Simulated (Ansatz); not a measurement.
CrO2: from a guess to a relaxed structure

All numbers below come from Ansatz, DFT PBE, scalar-relativistic, plane waves, PAW. Cutoff 420 eV, Gaussian smearing, Γ-centred meshes. In-plane cell and atoms relax first on a coarse mesh and then on a finer one. In metals the finer mesh still leaves noise of several meV/atom or more. The steps can't lower the symmetry of their start. Collinear spin, starting moments Cr 3.0 μB.

Recipe of this trial structure of CrO2: species swapped into a sheet modelled on a layer of MnO2, with Cr on the Mn sites. Lengths were set from tabulated atomic sizes, so they are only a guess.

The sheet is periodic along a and b; c holds vacuum.

```yaml
crystal:
  periodic: [true, true, false]
  lattice:
    - [3.08548, 0.00000, 0.00000]
    - [-1.33351, 2.78244, 0.00000]
    - [0.00000, 0.00000, 17.00000]
  atoms:
    - { symbol: Cr, position: [0.50000, 0.00000, 0.50000] }
    - { symbol: O, position: [0.24991, 0.38637, 0.43032] }
    - { symbol: O, position: [0.75009, 0.61363, 0.56968] }
```

Formation energies are uncorrected and refer to the elements' standard structures at the same level (O₂ as a molecule).

Task: Which structure results?

Result: The symmetry goes from p-1 (No. 2) to p-3m1 (No. 72). The area per atom shrinks by 15.6 %, from 2.9 to 2.4 Å². The shortest distance goes from 2.05 Å (Cr–O) to 1.92 Å (Cr–O). The energy falls by about 0.69 eV/atom (the start's value is from the coarse mesh). The program sets the height of the box itself, so the height of the cell differs between start and end. In-plane cell: a = 2.893 Å, b = 2.893 Å, γ = 120.0°, thickness 1.90 Å between the outermost nuclei. Cr at height 0.95 Å has 6 O at 1.92 Å; O at height 0.00 Å has 3 Cr at 1.92 Å.

```
CELL_PARAMETERS angstrom
2.89103 -0.11097 0.00000
-1.34954 2.55923 0.00000
0.00000 0.00000 28.53791
ATOMIC_POSITIONS crystal
Cr 0.50000 0.00000 0.29785
O 0.16666 0.33333 0.26461
O 0.83334 0.66667 0.33109
```

Task: How does it come out in energy, and is it a metal?

Result: The formation energy is −1.74 eV/atom. The gap on the 18×18×1 mesh of the 3-atom cell is 0 eV (a metal), the net moment per atom is 0.67 μB and the moment by site is Cr 1.7 μB.

Whether it is stable depends on the other phases of the system, which aren't compared here.

The last run used collinear spin and Gaussian smearing of 0.10 eV. In such compounds of Cr a zero gap at this level may well be an artefact, since no Hubbard U is applied. The magnetic state reached may not be the lowest. Symmetry constrained the relaxation, so the result can be a saddle point. Site moments count only spheres around the atoms; the net moment includes the space between them.
